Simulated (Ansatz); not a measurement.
# 1T-MnSSe monolayer in a perpendicular field

What dipole does a perpendicular field induce in the 1T-MnSSe monolayer? A positive field points along +c.

Main program and level: Ansatz 0.2.0; plane-wave DFT, PBE-D3(BJ), Ansatz PAW (set soft_1); PAW set soft_1.

## Step 1: The starting structure

The cell holds 3 atoms: 1 Se, 1 Mn and 1 S. Cell: a = 3.408 Å, b = 3.408 Å, c = 36.426 Å, α = 90.0°, β = 90.0°, γ = 120.0°. Vacuum lies along c.

## Step 2: Relaxation

The starting cell is a guess, so the in-plane lattice and the atoms are relaxed first, with the slab cut off from its images along the normal.

input.yaml

```yaml
crystal:
  lattice:
    - [3.4079265, 0.0, 0.0]
    - [-1.70396325, 2.9513509232, 0.0]
    - [0.0, 0.0, 36.4259768943]
  atoms:
    - { symbol: Se, position: [0.6666666667, 0.3333333333, 0.4625819659] }
    - { symbol: Mn, position: [0.0, 0.0, 0.5036194676], spin: 4.0 }
    - { symbol: S, position: [0.3333333333, 0.6666666667, 0.5374180341] }
  periodic: [true, true, false]
magnetization:
  spin_polarized: true
kpoints:
  mp_grid: { grid: [12, 12, 1] }
hamiltonian:
  xc: pbe
  dispersion: d3bj
  pseudopotentials: { kind: paw, azcp: { folder: soft_1 } }
scf:
  occupations: { method: fermi_dirac, width: 0.05 }
  convergence: { dr2_threshold: 1.0e-09 }
relax:
  f_tol: 0.004
  max_steps: 90
  cell: {}
output:
  write_potential: true
  write_density: true
  volumetric_format: npy
```

Command:

```sh
$ ansatz run input.yaml --threads 2 --pin off --max-ram 3072MiB --backend cpu --events-out ev --progress --plain --runs-dir out
```

Numbers of over 12 decimals in the logs are rounded to 6 here.

What it wrote:

```text
Warning: relax.cell: scf.convergence.dr2_threshold = 1e-9 eV is looser than the 1.8524180076e-10 eV advised for a relaxation that steers and ends on the stress (1e-10 eV for each atom of the cell: 3, times the square of relax.cell.stress_2d_tol = 0.05 N/m over 12.7 Å (the atoms' height at the walk's start and 5 Å past either face), 3.929e-2 GPa, over a crystal's default 0.05). What an SCF threshold leaves in a stress goes as its square root, and in the free energy as the threshold itself, and one threshold admits the most on a small cell: [figures from the program's tests cut] Set scf.convergence.dr2_threshold to 1.8524180076e-10 eV or tighter. [rest of the remark cut]
Engine: ansatz 0.2.0, aarch64-unknown-linux-gnu
Pseudopotentials: kind: paw
Pseudopotential: Se, paw, valence charge 16, recommended cutoff 420 eV (normal), soft_1/Se.paw.azcp
Pseudopotential: Mn, paw, valence charge 15, recommended cutoff 420 eV (normal), soft_1/Mn.paw.azcp
Pseudopotential: S, paw, valence charge 6, recommended cutoff 420 eV (normal), soft_1/S.paw.azcp
Functional definition: PBE
  parameter kappa = 0.804
  parameter beta = 0.066725
  exchange = pbe_x(kappa = kappa, mu = beta*pi^2/3)
  correlation = pbe_c(beta = beta)
Crystal: 3 atoms, lattice volume = 366.372 Å³
Basis set: ecut = 420 eV, 7165 PW (Γ), exchange–correlation on 48×48×500 points (8 copies of the dense FFT grid, shifted against one another)
Bands: 25, of which v1, the nominal top of the filled ones, is band 19 counted from 1 (18 counted from 0)
Symmetry: 6 space group operations
Space group: P3m1 (ITA 156), of the structure as read, at distance tolerance 7.2e-5 Å
Magnetic group: BNS 156.49 (UNI 1279), of the structure as read, at distance tolerance 7.2e-5 Å
k-points: 19 of 144 (time reversal used)
Non-local potential: Se, projectors of the file, l = 0: 2, l = 1: 2, l = 2: 3, l = 3: 1
Non-local potential: Mn, projectors of the file, l = 0: 3, l = 1: 2, l = 2: 3, l = 3: 1
Non-local potential: S, projectors of the file, l = 0: 2, l = 1: 2, l = 2: 1
PAW form: soft (Blöchl's): semilocal exchange-correlation on the pseudo side does not see the compensation charge
PAW one-centre angular grid: Se, 590 points (default); XC on 64 Gauss nodes
PAW one-centre angular grid: Mn, 590 points (default); XC on 64 Gauss nodes
PAW one-centre angular grid: S, 110 points (default); XC on 64 Gauss nodes
Initial density: superposition of atomic densities (neutral atoms: chi_scale 0, normalization atom)
Starting moments: Σ|m| = 4 μB on 1 of 3 sites
Initial wavefunctions: pseudopotential atomic-orbital guess
Functional: x = pbe(κ = 0.804, μ = 0.219515), c = pbe(β = 0.066725)
SCF iter   1: F=—  HF=-10272.169584 eV  |F-HF|=—  |Δ(HF+E_count)|=         —  Δρ=1.65e-2 (↑1.65e-2 ↓9.38e-3)  dr2=1.64e0  dr2_m=3.34e-1  M=3.015 μB ∫|m|=3.800 μB  β_m=0.30  ethr=3.10e-3  ⟨swp⟩=17.8  Hψ=8363  notcnv=0
Mixer restart at iter 1: flushing history
preconditioner: auto → Resta (q_TF=auto, 1.862 Å⁻¹)  ε∞=1.8  [insulator: Δε(μ)=0.314 eV  Ē_g=9.504 eV  σ=0.050 eV  W_gap=0.54  n_scr=20 (ndim 8)  ℏωp=8.5 eV  f_vac=0.813  D(μ)=0.22/eV (n_scr^D=2)  ε∞_Penn≈1.8  vacuum switching on, ρ_ref=6.6e-3 e/Å³]
spin=Collinear: Resta preconditioning applied to the charge; magnetization (m = ρ↑ − ρ↓) channel mixes plain (no charge-response kernel on spin).
SCF iter   2: F=—  HF=-10271.755554 eV  |F-HF|=—  |Δ(HF+E_count)|=   4.14e-1  Δρ=8.63e-3 (↑6.73e-3 ↓8.63e-3)  dr2=9.15e-1  dr2_m=1.32e-1  M=3.015 μB ∫|m|=3.748 μB  β_m=0.32  ethr=3.10e-3  ⟨swp⟩=3.8  Hψ=1930  notcnv=0  defer=49
preconditioner: auto → LDOS  [metal: Δε(μ)=0.051 eV  Ē_g=9.194 eV  σ=0.050 eV  W_gap=0.24  n_scr=20 (ndim 8)  ℏωp=8.5 eV  f_vac=0.814  D(μ)=0.45/eV (n_scr^D=4)]
spin=Collinear: LDOS preconditioning applied to the charge; magnetization (m = ρ↑ − ρ↓) channel mixes plain (no charge-response kernel on spin).
SCF iter   3: F=—  HF=-10271.878691 eV  |F-HF|=—  |Δ(HF+E_count)|=   1.23e-1  Δρ=6.49e-3 (↑5.45e-3 ↓6.49e-3)  dr2=8.68e-2  dr2_m=9.43e-2  M=3.015 μB ∫|m|=3.687 μB  β_m=0.52  ethr=2.47e-3  ⟨swp⟩=3.1  Hψ=1518  notcnv=0  defer=55
SCF iter   4: F=—  HF=-10272.199158 eV  |F-HF|=—  |Δ(HF+E_count)|=         —  Δρ=7.45e-3 (↑7.45e-3 ↓6.71e-3)  dr2=1.49e-2  dr2_m=1.66e-1  M=2.917 μB ∫|m|=3.294 μB  β_m=0.52  ethr=2.35e-4  ⟨swp⟩=4.6  Hψ=2452  notcnv=0  defer=53
SCF iter   5: F=—  HF=-10272.225473 eV  |F-HF|=—  |Δ(HF+E_count)|=   2.63e-2  Δρ=4.31e-3 (↑4.31e-3 ↓2.58e-3)  dr2=9.39e-3  dr2_m=3.90e-2  M=2.918 μB ∫|m|=3.242 μB  β_m=0.68  ethr=4.02e-5  ⟨swp⟩=4.1  Hψ=2440  notcnv=0  defer=31
SCF iter   6: F=—  HF=-10272.220625 eV  |F-HF|=—  |Δ(HF+E_count)|=   4.85e-3  Δρ=9.75e-4 (↑4.61e-4 ↓9.75e-4)  dr2=1.21e-2  dr2_m=1.07e-3  M=2.900 μB ∫|m|=3.187 μB  β_m=0.69  ethr=2.54e-5  ⟨swp⟩=2.9  Hψ=2101  notcnv=0  defer=29
SCF iter   7: F=—  HF=-10272.221179 eV  |F-HF|=—  |Δ(HF+E_count)|=   5.54e-4  Δρ=3.84e-4 (↑3.84e-4 ↓3.81e-4)  dr2=3.71e-4  dr2_m=4.46e-4  M=2.898 μB ∫|m|=3.171 μB  β_m=0.72  ethr=2.54e-5  ⟨swp⟩=3.1  Hψ=1565  notcnv=0  defer=25
SCF iter   8: F=—  HF=-10272.221353 eV  |F-HF|=—  |Δ(HF+E_count)|=   1.75e-4  Δρ=9.09e-5 (↑4.67e-5 ↓9.09e-5)  dr2=1.92e-4  dr2_m=5.51e-6  M=2.896 μB ∫|m|=3.163 μB  β_m=0.69  ethr=1.00e-6  ⟨swp⟩=3.5  Hψ=2121  notcnv=0  defer=25
SCF iter   9: F=—  HF=-10272.221354 eV  |F-HF|=—  |Δ(HF+E_count)|=   9.67e-7  Δρ=3.61e-5 (↑2.41e-5 ↓3.61e-5)  dr2=9.21e-6  dr2_m=2.27e-6  M=2.896 μB ∫|m|=3.162 μB  β_m=0.70  ethr=5.19e-7  ⟨swp⟩=2.5  Hψ=1366  notcnv=0  defer=25
SCF iter  10: F=—  HF=-10272.221362 eV  |F-HF|=—  |Δ(HF+E_count)|=   7.25e-6  Δρ=1.25e-5 (↑1.10e-5 ↓1.25e-5)  dr2=2.06e-6  dr2_m=5.34e-8  M=2.896 μB ∫|m|=3.162 μB  β_m=0.74  ethr=2.49e-8  ⟨swp⟩=3.3  Hψ=1960  notcnv=0  defer=25
SCF iter  11: F=—  HF=-10272.221362 eV  |F-HF|=—  |Δ(HF+E_count)|=   4.08e-7  Δρ=2.75e-6 (↑1.19e-6 ↓2.75e-6)  dr2=1.85e-8  dr2_m=1.02e-8  M=2.896 μB ∫|m|=3.162 μB  β_m=0.68  ethr=5.58e-9  ⟨swp⟩=3.3  Hψ=2001  notcnv=0  defer=25
SCF iter  12: F=—  HF=-10272.221362 eV  |F-HF|=—  |Δ(HF+E_count)|=   2.56e-9  Δρ=8.63e-7 (↑5.59e-7 ↓8.63e-7)  dr2=2.49e-9  dr2_m=1.22e-9  M=2.896 μB ∫|m|=3.162 μB  β_m=0.80  ethr=4.99e-11  ⟨swp⟩=3.3  Hψ=2031  notcnv=0  defer=25
SCF iter  13: F=—  HF=-10272.221362 eV  |F-HF|=—  |Δ(HF+E_count)|=   3.45e-8  Δρ=3.19e-7 (↑2.06e-7 ↓3.19e-7)  dr2=3.20e-10  dr2_m=1.98e-10  M=2.896 μB ∫|m|=3.162 μB  β_m=0.85  ethr=6.74e-12  ⟨swp⟩=2.9  Hψ=1926  notcnv=0  defer=25
[...]
relax step   5: F+E_penalty+E_count = -10272.23431979 eV  Δ(F+E_penalty+E_count) = -3.566e-4 eV  max|allowed force component| = 1.385e-2 eV/Å  Δτ_max = 0.0040 Å  P = +0.016 N/m  Ω = 352.201 Å³  energy of the carried Pulay correction = +1.393e-3 eV  fix = [c, alpha, beta]  reactions: c +0.000 N/m  (9 SCF iters, accepted)
[...]
relax step   6: F+E_penalty+E_count = -10272.23434278 eV  Δ(F+E_penalty+E_count) = -2.298e-5 eV  max|allowed force component| = 9.681e-6 eV/Å  Δτ_max = 0.0013 Å  P = -0.001 N/m  Ω = 352.086 Å³  energy of the carried Pulay correction = +1.404e-3 eV  fix = [c, alpha, beta]  reactions: c -0.000 N/m  (7 SCF iters, accepted)
Initial wavefunctions: pseudopotential atomic-orbital guess (no wavefunctions were taken with the density)
iter 1 solved again at ethr=1.44e-6 eV; its pass at ethr=3.10e-3 eV (dr2=5.33e-4 eV) is discarded
SCF iter   1: F=—  HF=-10272.233157 eV  |F-HF|=—  |Δ(HF+E_count)|=         —  Δρ=2.21e-5 (↑1.50e-5 ↓2.21e-5)  dr2=3.47e-6  dr2_m=1.12e-7  M=2.768 μB ∫|m|=3.016 μB  β_m=0.65  ethr=1.44e-6  ⟨swp⟩=5.0  Hψ=11403  notcnv=0
spin=Collinear: LDOS preconditioning applied to the charge; magnetization (m = ρ↑ − ρ↓) channel mixes plain (no charge-response kernel on spin).
SCF iter   2: F=—  HF=-10272.233064 eV  |F-HF|=—  |Δ(HF+E_count)|=   9.25e-5  Δρ=1.33e-5 (↑1.33e-5 ↓6.92e-6)  dr2=9.98e-7  dr2_m=6.08e-8  M=2.767 μB ∫|m|=3.015 μB  β_m=0.54  ethr=9.38e-9  ⟨swp⟩=3.4  Hψ=2233  notcnv=0
SCF iter   3: F=—  HF=-10272.233064 eV  |F-HF|=—  |Δ(HF+E_count)|=   5.82e-8  Δρ=3.87e-6 (↑3.87e-6 ↓2.84e-6)  dr2=1.23e-7  dr2_m=1.66e-8  M=2.767 μB ∫|m|=3.015 μB  β_m=0.55  ethr=2.70e-9  ⟨swp⟩=2.8  Hψ=1567  notcnv=0
SCF iter   4: F=—  HF=-10272.233064 eV  |F-HF|=—  |Δ(HF+E_count)|=   3.23e-7  Δρ=2.24e-6 (↑2.24e-6 ↓1.61e-6)  dr2=1.36e-8  dr2_m=9.91e-9  M=2.767 μB ∫|m|=3.015 μB  β_m=0.63  ethr=3.32e-10  ⟨swp⟩=3.0  Hψ=1667  notcnv=0
SCF iter   5: F=—  HF=-10272.233065 eV  |F-HF|=—  |Δ(HF+E_count)|=   1.99e-7  Δρ=1.06e-6 (↑1.06e-6 ↓3.81e-7)  dr2=3.54e-9  dr2_m=1.36e-9  M=2.767 μB ∫|m|=3.015 μB  β_m=0.57  ethr=3.67e-11  ⟨swp⟩=3.3  Hψ=1839  notcnv=0
SCF iter   6: F=—  HF=-10272.233065 eV  |F-HF|=—  |Δ(HF+E_count)|=   2.37e-8  Δρ=2.00e-7 (↑2.00e-7 ↓1.07e-7)  dr2=1.01e-10  dr2_m=6.40e-11  M=2.767 μB ∫|m|=3.015 μB  β_m=0.69  ethr=9.56e-12  ⟨swp⟩=3.1  Hψ=1772  notcnv=0
iter 7 met the thresholds in force, and the SCF goes on: an eigenvalue changes by 0.26 meV, over its tolerance of 0.05 meV (output.eigenvalues, Limitations)
SCF iter   7: F=-10272.233065 eV  HF=-10272.233065 eV  |F-HF|=2.89e-10  |Δ(HF+E_count)|=  2.89e-10  Δρ=5.93e-8 (↑5.93e-8 ↓3.46e-8)  dr2=4.60e-11  dr2_m=1.44e-12  M=2.767 μB ∫|m|=3.015 μB  β_m=0.63  ethr=1.00e-12  ⟨swp⟩=12.3  Hψ=7170  notcnv=0
iter 8 met the thresholds in force, and the SCF goes on: an eigenvalue changes by 0.27 meV, over its tolerance of 0.05 meV (output.eigenvalues, Limitations)
SCF iter   8: F=-10272.233065 eV  HF=-10272.233065 eV  |F-HF|=2.13e-10  |Δ(HF+E_count)|=  5.46e-12  Δρ=3.48e-8 (↑2.03e-8 ↓3.48e-8)  dr2=9.12e-12  dr2_m=5.87e-13  M=2.767 μB ∫|m|=3.015 μB  β_m=1.00  ethr=1.00e-12  ⟨swp⟩=7.0  Hψ=4951  notcnv=0
Mixer restart at iter 8: flushing history
SCF iter   9: F=-10272.233065 eV  HF=-10272.233065 eV  |F-HF|=3.09e-11  |Δ(HF+E_count)|=  2.51e-10  Δρ=3.20e-8 (↑3.20e-8 ↓3.06e-8)  dr2=2.43e-11  dr2_m=2.86e-14  M=2.767 μB ∫|m|=3.015 μB  ethr=1.00e-12  ⟨swp⟩=7.7  Hψ=5113  notcnv=0
SCF 7 converged in 9 iterations: F = -10272.233065 eV  dr2 = 2.43e-11
relax step   7: F+E_penalty+E_count = -10272.23306468 eV  Δ(F+E_penalty+E_count) = +1.278e-3 eV  max|allowed force component| = 8.692e-4 eV/Å  Δτ_max = 0.0000 Å  P = -0.008 N/m  Ω = 352.086 Å³  fix = [c, alpha, beta]  reactions: c -0.000 N/m  stress off target by 8.30e-3 N/m on what of the cell is left free  SCF on the basis re-selected at this cell (its energy is not comparable with the rows above)  (9 SCF iters)
basis re-selected at this cell: Δ(F+E_penalty+E_count) = +1.278e-3 eV, ΔP = -0.008 N/m vs the last step (what re-selecting the basis moved, of the pressure what is left beyond the Pulay correction that the steps carried, after the strain that the cell walked since its last selection, with what the two solves' SCF thresholds leave and, on support functions, any second-order correction that the steps lacked; it is no m [...]
WARN: The output density's exchange-correlation potential varies sharply where the density is thin. Do not read a vacuum level from v_tot or v_xc, or from such a field of the output density. On a cell that repeats whose density bears no net charge and no dipole along the vacuum's axis use v_es (v_loc + v_h of the components); under efield.dipole_correction with no amplitude use v_es + v_field, which holds any externa [...]
SCF converged after 9 iterations
an eigenvalue changed by more than its tolerance at an iteration that met the thresholds in force, so the SCF went on 2 times, its first undamped step at iteration 8: the last check found none over its tolerance
Magnetization: 2.7671 μB (19.8836 up, 17.1164 down)
Absolute magnetization: 3.0142 μB (∫|ρ↑−ρ↓|, with the PAW one-centre terms)
Spin contamination: 0.1083 ħ² per cell (⟨S²⟩ above its minimum at these occupations)
Per-site moments (μB) at R_I (Å): [(-0.039318, 1.013910), (2.600544, 0.954430), (-0.018128, 0.954430)]
Free energy (F): -10272.233065 eV
Harris-Foulkes:  -10272.233065 eV  (|F-HF|=3.09e-11)
Internal energy: -10272.222244 eV  (E = F + TS)
E sigma→0 (E₀):  -10272.227654 eV
Entropy (-TS):   -0.010821 eV (-3.607 meV/atom)
Fermi energy:    -5.260827 eV
--- Per-component energies (eV) ---
  E_band       = -1222.496316
  E_kinetic    = 533.537312
  E_local      = -105081.842795  (includes V_loc(G=0)·N_el)
  E_nonlocal   = 136.264103
  E_hartree    = 52023.445867
  E_xc         = -282.986071
  E_vxc        = -312.369211  (∫ρ·V_xc dr)
  E_paw        = -4064.595433  (= ΣΔE_a)
  E_vpaw       = -544.977630  (= ΣTr[D̂ρ^β])
  E_aug_tail   = -0.000268  (compensation charges beyond the density's cutoff)
  E_ewald      = 46464.649746
  E_disp       = -0.694704  (pairwise vdW)
  E_smearing   = -0.010821  (= −TS)
  E_closure    = -0.000000  (closes the sum)
  Σ components = -10272.233065   (vs F -10272.233065, Δ=0.00e0)
--- Forces (eV/Å), atoms counted from 1 ---
  atom   1  Se     0.00000000     0.00000000    -0.00079332
  atom   2  Mn    -0.00000000    -0.00000000    -0.00007517
  atom   3  S      0.00000000    -0.00000000     0.00086950
  max |Σ_I F_I| component: 1.01e-6 eV/Å
--- 2D stress c σ (N/m, compression-positive) ---
       -0.008304      -0.000000       0.000000
       -0.000000      -0.008304       0.000000
        0.000000       0.000000      -0.000000
  P = ½ c Tr σ = -0.0083 N/m
--- Band table (eV; the first three rows and the last of 38) ---
  k-point 0 ↑: bands = [... 15 lower, -7.8698, -7.4642, -6.6517, -4.9583, -4.9583, -3.0721, -3.0721, -0.8539, ... 2 higher]
  k-point 1 ↑: bands = [... 15 lower, -7.9243, -7.4209, -6.6076, -5.2862, -5.0196, -3.5487, -3.1651, -0.7090, ... 2 higher]
  k-point 2 ↑: bands = [... 15 lower, -8.0440, -7.4878, -6.5292, -5.8463, -5.2373, -4.3494, -3.3416, -0.3293, ... 2 higher]
  k-point 18 ↓: bands = [... 15 lower, -7.9688, -7.8452, -4.5335, -4.2691, -4.1571, -3.4628, -3.0635, 1.3201, ... 2 higher]
  the weakly bound empty levels are not read free of the cell's end (no_gap_told)
--- Relaxed structure (6 steps of the walk, 6 accepted, 1 SCFs on fresh bases) ---
  F+E_penalty+E_count = -10272.23306468 eV   max|allowed force component| = 8.692e-4 eV/Å   (the final SCF, on the basis selected at the relaxed cell)
  cell:  # Å, volume = 352.0860 Å³
    - [3.340823, 0.0, 0]
    - [-1.670411, 2.893237, 0]
    - [0, 0, 36.4259768943]
  atoms:
    - { symbol: Se, position: [0.666667, 0.333333, 0.461628] }
    - { symbol: Mn, position: [0, 0, 0.503454] }
    - { symbol: S, position: [0.333333, 0.666667, 0.538538] }
```

Run time: 2.3 min. Hardware: 2 threads of Arm Neoverse V1, shared host; peak memory 0.73 GiB.

Relaxation path:

```
step  energy less that of the first step (eV)  largest force component (eV/Å)  volume (Å³)
   1                                   0.0000                          0.1455       366.37
   2                                  -0.0082                          0.0483       360.85
   3                                  -0.0118                          0.1285       354.69
   4                                  -0.0126                          0.0655       353.05
   5                                  -0.0130                          0.0139       352.20
   6                                  -0.0130                          0.0000       352.09
  7*                                  -0.0117                          0.0009       352.09
```

Relaxation steps marked * repeat the geometry before them on a plane-wave basis chosen anew for their cell, so energy and pressure can jump there.

Forces are held to the 6 operations that the run works with; a distortion that breaks them can't arise in this run.

```
cell as run  before  after  change
      a (Å)   3.408  3.341  -2.0 %
      b (Å)   3.408  3.341  -2.0 %
```

The atoms that moved most (Å, along periodic axes as changes of fractional coordinates times the final cell, across vacuum about the mean position):

```
atom     dx     dy      dz  length
  S3  0.000  0.000   0.041   0.041
 Se1  0.000  0.000  -0.035   0.035
 Mn2  0.000  0.000  -0.006   0.006
```

Final coordinates:

```xyz
3
Lattice="3.3408 0.0000 0.0000 -1.6704 2.8932 0.0000 0.0000 0.0000 36.4260" Properties=species:S:1:pos:R:3
Se    1.6704    0.9644   16.8152
Mn    0.0000    0.0000   18.3388
S     0.0000    1.9288   19.6168
```

Numbers from this step:

```yaml
energy_at_zero_smearing: -10272.2277 eV
total_moment: 2.767 μB
site_moments: -0.03932, 2.601, -0.01813 μB
```

Site moment by atom:

```
atom  site moment (μB)
 Se1             -0.04
 Mn2              2.60
  S3             -0.02
```

The lattice constant a goes from 3.408 to 3.341 Å.

(Continued in part 2 of 3.)

[Logs are printed without paths, hosts, clocks, repeated set-up lines and the standing remarks that a program may print on its own settings, such as how far it seeks lower states.]

[Hosts, paths, dates, database ids (printed as entryN), source tags and the programs' standing remarks are cut or masked in the printed files.]

[Maps of the electrostatic potential energy from Ansatz leave out the sawtooth potential of an applied field or a dipole correction, so their vacuum need not be flat; planar profiles and work functions include it.]
